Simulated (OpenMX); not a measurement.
Runs of OpenMX 3.8.5 on Rb. The structure is tetragonal, space group I4/mmm (No. 139). The conventional cell has a = 5.381 Å, b = 5.381 Å, c = 5.605 Å, α = 90.00°, β = 90.00°, γ = 90.00°.

| cell | gap on the mesh (eV) | pressure (GPa) |
| --- | --- | --- |
| I4/mmm, 81.14 Å³/atom | none | 0.4 |
| Im-3m, 88.04 Å³/atom | none | 0.1 |
| I4/mmm, 95.23 Å³/atom | none | (a) |
| I4/mmm, 91.6 Å³/atom | none | (b) |
| I4/mmm, 84.56 Å³/atom | none | 0.3 |

Alike in all rows: task single point; level PBE; potentials or basis OpenMX 2013 PBE set, Rb11.0-s3p2d2, grid cutoff 300 Ry; no spin polarisation; k mesh 5 × 5 × 5; smearing fermi-dirac 0.05 eV.

Question: Fill in the values left out.

Answer: (a) -0.1; (b) 0.0.

Caveats: the basis of atomic orbitals isn't converged, which shifts pressures, moduli and gaps.

A k mesh can miss the band edges, and the runs leave out spin-orbit coupling on Rb.

A gap of «none» marks a metal or a gap under the smearing width.
